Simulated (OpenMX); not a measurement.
**Te2Mo under changes of volume**

One of the cells (133.495 Å³/atom); the others are scaled copies at fixed shape and fractional positions:

```
CELL_PARAMETERS angstrom
6.36161 0.00000 0.00000
0.00000 3.48040 0.00000
-0.08574 0.00000 36.17589
ATOMIC_POSITIONS crystal
Te 0.42925 0.75000 0.54070
Te 0.57075 0.25000 0.45930
Te 0.92085 0.25000 0.55653
Te 0.07915 0.75000 0.44347
Mo 0.18135 0.25000 0.49747
Mo 0.81865 0.75000 0.50253
```

```yaml
Program: OpenMX 3.8.5
Functional: PBE
Potentials_or_basis: OpenMX 2013 PBE set, Te7.0-s3p2d2, Mo7.0-s3p2d1, fixed grid of 84 × 48 × 486 points
k_mesh: 5 × 9 × 1
Occupations: fermi-dirac, width 0.05 eV
Spin: no spin polarisation
```

```tsv
volume (Å³/atom)	energy over the lowest point (meV/atom)	largest force (eV/Å)
125.485	92.00	2.414
128.155	57.25	1.971
130.825	31.55	1.519
133.495	?	?
136.165	3.75	0.771
138.835	0.00	0.427
141.505	2.09	0.105
```

What does the run at 133.495 Å³/atom give?

Energy over the lowest point 14.00 meV/atom; largest force 1.113 eV/Å.

Worked out: A Birch-Murnaghan fit of order 3 (a polynomial in V^(-2/3)) to the other rows has its minimum at 139.17 Å³/atom with B0 = V·E''(V) = 18.0 GPa and B' = 4.7 at fixed shape and positions, which overstates the stiffness. It gives 14.01 meV/atom at 133.495 Å³/atom, against the run's 14.00.

Energies are extrapolated to zero smearing.

Caveats: the basis has few d functions beyond the semicore shells, which can make volumes several per cent too large; the basis of atomic orbitals isn't converged, which shifts pressures, moduli and gaps.
